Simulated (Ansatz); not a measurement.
# GaN (P6_3mc) in Ansatz: further runs

Aim: see how the results for GaN move with the level of theory and the settings. Levels: PBEsol, revPBE+D4. Tasks: phonons, single point, equation of state.

Program: Ansatz 0.2.0. These are calculated values, not measurements. Logs are shortened: lines on timing, memory, paths and dates and some standing lists are left out, and cuts for length are marked.

**The experiment to reproduce.**

From “Studying electronic properties in GaN without electrical contacts using γ-γ vs e−-γ Perturbed Angular Correlations”, 2019, pmc:6823545, for a bulk crystal of GaN: band gap 3.503 ± 0.005 eV (direct).

The runs below are set against these values where they give the same quantity.

**1. The crystal as given**

The structure is hexagonal, space group P6_3mc (No. 186). The conventional cell has a = 3.180 Å, b = 3.180 Å, c = 5.166 Å, α = 90.00°, β = 90.00°, γ = 120.00°. Ga (site symmetry 3m) has 4 N at 1.94 to 1.95 Å as nearest neighbours. N (site symmetry 3m) is surrounded by 4 Ga at 1.94 to 1.95 Å.

**2. Phonons, PBEsol**

File input.yaml:

```yaml
crystal:
  lattice:
    - [3.18, 0.0, 0.0]
    - [-1.59, 2.753960784, 0.0]
    - [0.0, 0.0, 5.166]
  atoms:
    - { symbol: Ga, position: [0.6666666667, 0.3333333333, 0.5] }
    - { symbol: Ga, position: [0.3333333333, 0.6666666667, 0.0] }
    - { symbol: "N", position: [0.6666666667, 0.3333333333, 0.875] }
    - { symbol: "N", position: [0.3333333333, 0.6666666667, 0.375] }
hamiltonian:
  xc: pbesol
  pseudopotentials: { kind: paw }
kpoints:
  mp_grid: { grid: [8, 8, 5] }
scf:
  occupations: { method: fixed }
phonons:
  method: dfpt
  dielectric: true
  rigid_motions: translations
```

Potentials or basis: Ansatz PAW.

Launch:

```console
ansatz run input.yaml --threads 2 --pin off --max-ram 5120MiB --backend cpu --events-out ev --progress --plain --runs-dir out
```

Output:

```text
Warning: RAYON_NUM_THREADS=2 ignored (pool sized by the plan → 2); use --threads N
Engine: ansatz 0.2.0, x86_64-unknown-linux-gnu
Pseudopotentials: kind: paw
Pseudopotential: Ga, paw, valence charge 13, recommended cutoff 420 eV (normal), Ga.paw.azcp
Pseudopotential: N, paw, valence charge 5, recommended cutoff 420 eV (normal), N.paw.azcp
Functional definition: PBEsol
  exchange = pbesol_x
  correlation = pbesol_c
Crystal: 4 atoms, lattice volume = 45.242 Å³
Basis set: ecut = 420 eV, 881 PW (Γ), exchange–correlation on 48×48×72 points (8 copies of the dense FFT grid, shifted against one another)
Bands: 22, of which v1, the nominal top of the filled ones, is band 18 counted from 1 (17 counted from 0)
Symmetry: 12 space group operations
k-points: 93 of 320 (irreducible under 2 space group operations, time reversal used)
Non-local potential: Ga, projectors of the file, l = 0: 2, l = 1: 2, l = 2: 3, l = 3: 1
Non-local potential: N, projectors of the file, l = 0: 2, l = 1: 2, l = 2: 1
PAW form: soft (Blöchl's): semilocal exchange-correlation on the pseudo side does not see the compensation charge
PAW frozen core: Ga, regenerated for the run's functional, and the local potential with it (the file was generated under x = pbe(κ = 0.804, μ = 0.2195149727645171), c = pbe(β = 0.06672455060314922))
PAW frozen core: N, regenerated for the run's functional, and the local potential with it (the file was generated under x = pbe(κ = 0.804, μ = 0.2195149727645171), c = pbe(β = 0.06672455060314922))
PAW one-centre angular grid: Ga, 590 points (default); XC on 64 Gauss nodes
PAW one-centre angular grid: N, 110 points (default); XC on 64 Gauss nodes
Initial density: superposition of atomic densities (neutral atoms: chi_scale 0, normalization atom), corrected by the library's trained network
Initial wavefunctions: pseudopotential atomic-orbital guess
Functional: x = pbesol(κ = 0.804, μ = 0.12345679012345678), c = pbesol(β = 0.046)
SCF iter   1: F=—  HF=-8245.711297 eV  |F-HF|=—  |Δ(HF+E_count)|=         —  Δρ=1.27e-2  dr2=7.02e-2  ethr=1.77e-3  ⟨swp⟩=4.4  Hψ=7220  notcnv=0  defer=69
preconditioner: auto → Resta (q_TF=auto, 2.626 Å⁻¹)  ε∞=5.0  [insulator: Δε(μ)=1.813 eV  Ē_g=16.535 eV  n_scr=22 (ndim 8)  ℏωp=33.1 eV  f_vac=0.008  ε∞_Penn≈5.0]
SCF iter   2: F=—  HF=-8245.691464 eV  |F-HF|=—  |Δ(HF+E_count)|=   1.98e-2  Δρ=1.90e-3  dr2=1.67e-3  ethr=1.95e-4  ⟨swp⟩=2.1  Hψ=3358  notcnv=0  defer=186
SCF iter   3: F=—  HF=-8245.691262 eV  |F-HF|=—  |Δ(HF+E_count)|=   2.03e-4  Δρ=8.86e-4  dr2=2.63e-4  ethr=4.64e-6  ⟨swp⟩=2.0  Hψ=2723  notcnv=0  defer=186
SCF iter   4: F=—  HF=-8245.691282 eV  |F-HF|=—  |Δ(HF+E_count)|=   2.03e-5  Δρ=1.49e-4  dr2=1.15e-5  ethr=7.31e-7  ⟨swp⟩=2.0  Hψ=3720  notcnv=0  defer=43
SCF iter   5: F=—  HF=-8245.691279 eV  |F-HF|=—  |Δ(HF+E_count)|=   3.54e-6  Δρ=1.05e-4  dr2=3.10e-6  ethr=3.19e-8  ⟨swp⟩=2.0  Hψ=3711  notcnv=0  defer=1
SCF iter   6: F=—  HF=-8245.691280 eV  |F-HF|=—  |Δ(HF+E_count)|=   1.22e-6  Δρ=2.16e-5  dr2=1.47e-7  ethr=8.62e-9  ⟨swp⟩=2.7  Hψ=3636  notcnv=0  defer=1
SCF iter   7: F=—  HF=-8245.691280 eV  |F-HF|=—  |Δ(HF+E_count)|=   9.34e-8  Δρ=3.07e-6  dr2=4.35e-9  ethr=4.08e-10  ⟨swp⟩=2.8  Hψ=3916  notcnv=0  defer=1
SCF iter   8: F=—  HF=-8245.691280 eV  |F-HF|=—  |Δ(HF+E_count)|=   5.50e-9  Δρ=5.22e-7  dr2=1.37e-10  ethr=1.21e-11  ⟨swp⟩=2.0  Hψ=3048  notcnv=0  defer=1
SCF iter   9: F=-8245.691280 eV  HF=-8245.691280 eV  |F-HF|=1.82e-12  |Δ(HF+E_count)|=  1.04e-10  Δρ=8.39e-8  dr2=2.76e-12  ethr=1.00e-12  ⟨swp⟩=6.1  Hψ=10889  notcnv=0
SCF 1 converged in 9 iterations: F = -8245.691280 eV  dr2 = 2.76e-12
NSCF: frozen V_eff on 5 k-points
DFPT response loops at Γ: preconditioner auto → Resta (q_TF=auto, 2.626 Å⁻¹)  ε∞=5.6 (no band partly filled); β = 1.00, the filter's whole step (`scf.mixing.beta` (0.50) is not read by the response loops at its default; to damp them type it under 1.00, their step now; it binds the ground state too); Broyden in place of MSR1
── the response to a field inside a basis, on 12×12×8 k-points: an SCF that follows is theirs, and a resumed run solves both again ──
Bands: 19, of which v1, the nominal top of the filled ones, is band 18 counted from 1 (17 counted from 0)
k-points: 168 of 1152 (irreducible under 4 space group operations, time reversal used)
Initial density: handed on by an earlier stage of this run
Initial wavefunctions: pseudopotential atomic-orbital guess (no wavefunctions were taken with the density)
Eigensolver: Dense (168 Hₖ)
SCF iter   1: F=—  HF=-8245.690529 eV  |F-HF|=—  |Δ(HF+E_count)|=         —  Δρ=4.86e-4  dr2=2.44e-5  ethr=1.00e-1
preconditioner: auto → Resta (q_TF=auto, 2.626 Å⁻¹)  ε∞=6.0  [insulator: Δε(μ)=2.223 eV  Ē_g=14.824 eV  n_scr=22 (ndim 8)  ℏωp=33.1 eV  f_vac=0.007  ε∞_Penn≈6.0]
SCF iter   2: F=—  HF=-8245.690537 eV  |F-HF|=—  |Δ(HF+E_count)|=   8.12e-6  Δρ=3.20e-4  dr2=1.61e-5  ethr=6.79e-8
SCF iter   3: F=—  HF=-8245.690539 eV  |F-HF|=—  |Δ(HF+E_count)|=   2.58e-6  Δρ=5.69e-5  dr2=4.19e-7  ethr=4.47e-8
SCF iter   4: F=-8245.690537 eV  HF=-8245.690537 eV  |F-HF|=6.95e-8  |Δ(HF+E_count)|=   1.89e-6  Δρ=1.14e-5  dr2=3.24e-8  ethr=1.16e-9
SCF 1 converged in 4 iterations: F = -8245.690537 eV  dr2 = 3.24e-8
DFPT response loops at Γ: preconditioner auto → Resta (q_TF=auto, 2.626 Å⁻¹)  ε∞=5.2 (no band partly filled); β = 1.00, the filter's whole step (`scf.mixing.beta` (0.50) is not read by the response loops at its default; to damp them type it under 1.00, their step now; it binds the ground state too); Broyden in place of MSR1
WARN: field response: ε∞ stands inside a basis, on 12×12×8 points; the force constants stand on the 8×8×5 k-mesh, whose period is 10.39 times the interband length at k = (0.0000, 0.0000, 0.0000), direct gap 1.907 eV, under 14: take them and everything formed from them as unconverged, and compare with a denser kpoints.mp_grid
SCF converged after 9 iterations
Free energy (F): -8245.691280 eV
Harris-Foulkes:  -8245.691280 eV  (|F-HF|=1.82e-12)
Internal energy: -8245.691280 eV  (E = F + TS)
E sigma→0 (E₀):  -8245.691280 eV
Fermi energy:    9.711731 eV
--- Per-component energies (eV) ---
  E_band       = -10.501830
  E_kinetic    = 494.001137
  E_local      = -3888.974430  (includes V_loc(G=0)·N_el)
  E_nonlocal   = 951.103385
  E_hartree    = 1787.849717
  E_xc         = -255.585990
  E_vxc        = -267.997012  (∫ρ·V_xc dr)
  E_paw        = -4152.040567  (= ΣΔE_a)
  E_vpaw       = -874.334362  (= ΣTr[D̂ρ^β])
  E_aug_tail   = 0.000042  (compensation charges beyond the density's cutoff)
  E_ewald      = -3183.826728
  E_core_change = 1.782153  (= ΣΔE_core)
  E_smearing   = -0.000000  (= −TS)
  E_closure    = 0.000000  (closes the sum)
  Σ components = -8245.691280   (vs F -8245.691280, Δ=0.00e0)
--- Band table (eV; the first three rows and the last of 93) ---
  k-point 0: bands = ["-6.3507", "-5.3937", "-3.7877", "-3.7658", "-3.7658", "-3.7015", "-3.7015", "-3.5081", "-3.5081", "-3.4050", "-3.4050", "-2.1264", "2.4925", "8.6381", "8.6381", "9.6503", "9.7117", "9.7117", "11.6192", "13.9298", "18.8590", "19.5291"]
  k-point 1: bands = ["-6.2311", "-5.4412", "-3.7636", "-3.7636", "-3.7555", "-3.7113", "-3.7113", "-3.4946", "-3.4946", "-3.4115", "-3.4115", "-2.5337", "3.2294", "8.5693", "8.7360", "8.7360", "9.6046", "9.6046", "12.5042", "14.0059", "18.5923", "19.5657"]
  k-point 2: bands = ["-5.9305", "-5.6174", "-3.7535", "-3.7535", "-3.7333", "-3.7333", "-3.6043", "-3.4634", "-3.4634", "-3.4318", "-3.4318", "-3.1971", "4.8652", "6.7607", "8.9962", "8.9962", "9.3282", "9.3282", "13.6073", "14.0691", "18.1535", "18.3981"]
  k-point 92: bands = ["-5.2906", "-5.2412", "-3.6746", "-3.6711", "-3.6333", "-3.5924", "-3.5263", "-3.5165", "-3.4383", "-3.4252", "-2.1917", "-1.8710", "3.5594", "3.8816", "5.9384", "6.5909", "7.5311", "8.2914", "15.4566", "15.6438", "17.5674", "17.7807"]
--- Phonons (Γ-DFPT): 4 representative perturbations + reference, on 93 of 320 k-points (Σ response iterations 15) ---
  k mesh reduced under 2 symmetry operations, with k and −k counted as one. Each operation leaves every solved perturbation unchanged. A smaller set is not considered because the run solves the response to a homogeneous field
  ASR residual: 2.538e-5 → 0.000e0 eV/Å²; symmetrization residual: 7.495e-6 eV/Å²
  ASR residual per site (eV/Å²): 2.54e-5 2.54e-5 2.24e-5 2.24e-5
  Γ frequencies (cm⁻¹): 0.00 0.00 0.00 134.48 134.48 333.09 541.28 541.28 542.75 551.01 551.01 694.35
  ε∞ (high-frequency dielectric tensor):
        5.824771    -0.000000     0.000000
       -0.000000     5.824771    -0.000000
        0.000000    -0.000000     5.962066
  ε⁰ (static dielectric tensor: ions relaxed, cell fixed):
       10.158983    -0.000000     0.000000
       -0.000000    10.158983    -0.000000
        0.000000    -0.000000    10.721389
  ε⁰ − ε∞ (ionic part):
        4.334213    -0.000000     0.000000
       -0.000000     4.334213    -0.000000
        0.000000    -0.000000     4.759323
  softest optical mode at Γ: 134.48 cm⁻¹; the repairs (sum rule, projections) moved no ω² at Γ by more than (1.48 cm⁻¹)²
  Born effective charges Z* (e; rows j = field, columns β = displacement):
    site 0:
         2.60941   -0.00000    0.00000
        -0.00000    2.60941   -0.00000
         0.00000   -0.00000    2.74180
    site 1:
         2.60941   -0.00000    0.00000
        -0.00000    2.60941   -0.00000
         0.00000   -0.00000    2.74180
    site 2:
        -2.60941    0.00000   -0.00000
        -0.00000   -2.60941    0.00000
        -0.00000    0.00000   -2.74180
    site 3:
        -2.60941   -0.00000   -0.00000
         0.00000   -2.60941    0.00000
        -0.00000    0.00000   -2.74180
  Z* charge neutrality: 2.117e-3 e pre-enforcement
  solved inside a basis spanned on kpoints, on 12×12×8 k-points, its susceptibility summed on 18×18×10: ε∞ is read to err by 1.8e-2, Z* by 1.5e-2 e (field_mesh: kpoints solves on kpoints); Z* is corrected for what the basis lacks
  optical modes at Γ without the LO–TO term, one row a degenerate level:
      ω (cm⁻¹)  modes    IR ((D/Å)²/amu)
        134.48      2             0.0000
        333.09      1             0.0000
        541.28      2            53.8726
        542.75      1            29.7389
        551.01      2             0.0000
        694.35      1             0.0000
  optical modes at Γ + LO–TO along q̂ = [1.0000, 0.0000, 0.0000]:
      ω (cm⁻¹)  modes    IR ((D/Å)²/amu)
        134.48      2             0.0000
        333.09      1             0.0000
        541.28      1            26.9363
        542.75      1            29.7389
        551.01      2             0.0000
        694.35      1             0.0000
        714.84      1            26.9363
  optical modes at Γ + LO–TO along q̂ = [0.0000, 1.0000, 0.0000]:
      ω (cm⁻¹)  modes    IR ((D/Å)²/amu)
        134.48      2             0.0000
        333.09      1             0.0000
        541.28      1            26.9363
        542.75      1            29.7389
        551.01      2             0.0000
        694.35      1             0.0000
        714.84      1            26.9363
  optical modes at Γ + LO–TO along q̂ = [0.0000, 0.0000, 1.0000]:
      ω (cm⁻¹)  modes    IR ((D/Å)²/amu)
        134.48      2             0.0000
        333.09      1             0.0000
        541.28      2            53.8726
        551.01      2             0.0000
        694.35      1             0.0000
        727.83      1            29.7389
```

Wall time 46 s (2 threads of Intel Xeon 6975P-C (Granite Rapids), shared host); peak memory 1.2 GiB.

Results:

- Free energy: -8245.6913 eV
- Band gap on the k mesh: 1.91 eV, direct
- Electronic dielectric tensor (diagonal): 5.82, 5.82, 5.96
- Born charges (mean of the diagonal): Ga +2.65; N -2.65 e
- Highest phonon frequency at Γ, LO-TO splitting left out: 694 cm⁻¹
- Static dielectric tensor (diagonal): 10.16, 10.16, 10.72

Levels at points of the mesh, in eV from the valence-band top:
| k point | band 16 | band 17 | band 18 | band 19 | band 20 | band 21 |
| --- | --- | --- | --- | --- | --- | --- |
| (0.00, 0.00, 0.00) | -0.06 | 0.00 | 0.00 | 1.91 | 4.22 | 9.15 |
| (0.00, -0.50, 0.00) | -2.81 | -2.31 | -1.00 | 4.94 | 5.53 | 5.96 |
| (-0.50, 0.00, 0.00) | -2.81 | -2.31 | -1.00 | 4.94 | 5.53 | 5.96 |

Phonon frequencies in cm⁻¹ (negative: imaginary):
```tsv
q point	frequencies
(0.000, 0.000, 0.000)	0 0 0 134 134 333 541 541 543 551 551 694
```

Electronic dielectric tensor:
```
5.82 0.00 0.00
0.00 5.82 0.00
0.00 0.00 5.96
```

Born effective charge tensors (e):
atom 1, Ga
```
2.61 0.00 0.00
0.00 2.61 0.00
0.00 0.00 2.74
```
atom 2, Ga
```
2.61 0.00 0.00
0.00 2.61 0.00
0.00 0.00 2.74
```
atom 3, N
```
-2.61  0.00  0.00
 0.00 -2.61  0.00
 0.00  0.00 -2.74
```
atom 4, N
```
-2.61  0.00  0.00
 0.00 -2.61  0.00
 0.00  0.00 -2.74
```

Static dielectric tensor, electrons and zone-centre modes:
```
10.16  0.00  0.00
 0.00 10.16  0.00
 0.00  0.00 10.72
```

Caveat: odd divisions of the mesh miss points on the zone boundary, where band edges often lie, so the gap on the mesh can be too wide; the PAW data sets come from PBE, with cores solved anew for the run's functional, which leaves a small shift of forces and pressure.

**3. Single point, revPBE+D4, 10.63 Å³/atom (volume scaled by 0.94)**

File input.yaml:

```yaml
crystal:
  lattice:
    - [3.1150838257, 0.0, 0.0]
    - [-1.5575419129, 2.697741728, 0.0]
    - [0.0, 0.0, 5.0605418376]
  atoms:
    - { symbol: Ga, position: [0.6666666667, 0.3333333333, 0.5] }
    - { symbol: Ga, position: [0.3333333333, 0.6666666667, 0.0] }
    - { symbol: "N", position: [0.6666666667, 0.3333333333, 0.875] }
    - { symbol: "N", position: [0.3333333333, 0.6666666667, 0.375] }
hamiltonian:
  xc: revpbe
  pseudopotentials: { kind: paw }
  dispersion: d4
kpoints:
  mp_grid: { grid: [10, 10, 5] }
scf:
  occupations: { method: fermi_dirac, width: 0.05 }
output:
  forces: true
  stress: true
  eigenvalues: true
  write_density: true
  write_potential: true
  elf: true
  volumetric_format: npy
```

Potentials or basis: Ansatz PAW.

Launch:

```console
ansatz run input.yaml --threads 2 --pin off --max-ram 5120MiB --backend cpu --events-out ev --progress --plain --runs-dir out
```

Output:

```text
Warning: RAYON_NUM_THREADS=2 ignored (pool sized by the plan → 2); use --threads N
Engine: ansatz 0.2.0, x86_64-unknown-linux-gnu
Pseudopotentials: kind: paw
Pseudopotential: Ga, paw, valence charge 13, recommended cutoff 420 eV (normal), Ga.paw.azcp
Pseudopotential: N, paw, valence charge 5, recommended cutoff 420 eV (normal), N.paw.azcp
Functional definition: revPBE
  parameter kappa = 1.245
  parameter beta = 0.06672455060314922
  exchange = pbe_x(kappa = kappa, mu = beta*pi^2/3)
  correlation = pbe_c(beta = beta)
Crystal: 4 atoms, lattice volume = 42.527 Å³
Basis set: ecut = 420 eV, 833 PW (Γ), exchange–correlation on 48×48×72 points (8 copies of the dense FFT grid, shifted against one another)
Bands: 22, of which v1, the nominal top of the filled ones, is band 18 counted from 1 (17 counted from 0)
Symmetry: 12 space group operations
Space group: P63mc (ITA 186), of the structure as read, at distance tolerance 3.5e-5 Å
k-points: 42 of 500 (time reversal used)
Non-local potential: Ga, projectors of the file, l = 0: 2, l = 1: 2, l = 2: 3, l = 3: 1
Non-local potential: N, projectors of the file, l = 0: 2, l = 1: 2, l = 2: 1
PAW form: soft (Blöchl's): semilocal exchange-correlation on the pseudo side does not see the compensation charge
PAW frozen core: Ga, regenerated for the run's functional, and the local potential with it (the file was generated under x = pbe(κ = 0.804, μ = 0.2195149727645171), c = pbe(β = 0.06672455060314922))
PAW frozen core: N, regenerated for the run's functional, and the local potential with it (the file was generated under x = pbe(κ = 0.804, μ = 0.2195149727645171), c = pbe(β = 0.06672455060314922))
PAW one-centre angular grid: Ga, 590 points (default); XC on 64 Gauss nodes
[... 22 lines left out ...]
  E_local      = -3790.535528  (includes V_loc(G=0)·N_el)
  E_nonlocal   = 947.971161
  E_hartree    = 1756.705816
  E_xc         = -260.300324
  E_vxc        = -271.350408  (∫ρ·V_xc dr)
  E_paw        = -4249.945297  (= ΣΔE_a)
  E_vpaw       = -871.053608  (= ΣTr[D̂ρ^β])
  E_aug_tail   = -0.000079  (compensation charges beyond the density's cutoff)
  E_ewald      = -3250.175457
  E_disp       = -3.137271  (pairwise vdW)
  E_core_change = -0.206438  (= ΣΔE_core)
  E_smearing   = -0.000000  (= −TS)
  E_closure    = -0.000000  (closes the sum)
  Σ components = -8348.660167   (vs F -8348.660167, Δ=0.00e0)
--- Forces (eV/Å), atoms counted from 1 ---
  atom   1  Ga     0.00000000     0.00000000    -0.14859745
  atom   2  Ga    -0.00000000    -0.00000000    -0.14859745
  atom   3  N      0.00000000     0.00000000     0.14859644
  atom   4  N     -0.00000000    -0.00000000     0.14859644
  max |Σ_I F_I| component: 2.03e-6 eV/Å
--- Stress (GPa, compression-positive) ---
       10.600781       0.000000       0.000000
        0.000000      10.600781      -0.000000
        0.000000       0.000000      13.570548
  P = ⅓ Tr σ = 11.5907 GPa (115.907 kbar)
--- Band table (eV; the first three rows and the last of 42) ---
  k-point 0: bands = ["-5.7186", "-4.5804", "-2.6398", "-2.6151", "-2.6151", "-2.5374", "-2.5374", "-2.3036", "-2.3036", "-2.1832", "-2.1832", "-0.9435", "3.3882", "9.7915", "9.7915", "10.8699", "10.9330", "10.9330", "13.3372", "15.6888", "20.6124", "21.2759"]
  k-point 1: bands = ["-5.5882", "-4.6480", "-2.6123", "-2.6123", "-2.6111", "-2.5491", "-2.5491", "-2.2878", "-2.2878", "-2.1908", "-2.1908", "-1.3913", "4.2014", "9.8235", "9.8959", "9.8959", "10.8196", "10.8196", "14.1778", "15.7617", "20.3357", "21.3153"]
  k-point 2: bands = ["-5.2524", "-4.8797", "-2.5999", "-2.5999", "-2.5756", "-2.5756", "-2.4708", "-2.2513", "-2.2513", "-2.2144", "-2.2144", "-2.0758", "5.9574", "7.9564", "10.1736", "10.1736", "10.5265", "10.5265", "15.3093", "15.8101", "19.8811", "20.1358"]
  k-point 41: bands = ["-4.3960", "-4.3716", "-2.5076", "-2.4823", "-2.4644", "-2.3992", "-2.2944", "-2.2929", "-2.2469", "-2.2353", "-0.6190", "-0.4847", "4.4491", "4.5934", "6.1928", "6.9888", "8.9853", "9.2980", "17.5157", "17.6894", "18.6394", "19.0929"]
```

rho_z.tsv:

```text
# z_ang	rho[e/angstrom^3]
# format = ansatz-planar-average/11
# lattice	3.115083826	0.000000000	0.000000000
# lattice	-1.557541913	2.697741728	0.000000000
# lattice	0.000000000	0.000000000	5.060541838
# sites	4
# site	31	1.557541913	0.899247243	2.530270919
# site	31	-0.000000000	1.798494485	0.000000000
# site	7	1.557541913	0.899247243	4.427974108
# site	7	-0.000000000	1.798494485	1.897703189
0.000000	2.293743e0
0.140571	1.862357e0
0.281141	1.119933e0
0.421712	5.766998e-1
0.562282	3.203468e-1
0.702853	2.218492e-1
[... 28 lines left out ...]
4.779401	1.493660e0
4.919971	2.054077e0
```

It took 1.5 s on 2 threads of Intel Xeon 6975P-C (Granite Rapids), shared host; peak memory 0.42 GiB.

What came out:

```yaml
Free_energy: -8348.6602 eV
Pressure: 11.6 GPa
Largest_force: 0.149 eV/Å
Band_gap_on_the_k_mesh: 2.40 eV, direct
```

Caveat: odd divisions of the mesh miss points on the zone boundary, where band edges often lie, so the gap on the mesh can be too wide; the pressure holds a Pulay correction of +0.5 GPa for the finite cutoff; the PAW data sets come from PBE, with cores solved anew for the run's functional, which leaves a small shift of forces and pressure.

[end of part 1 of 2]
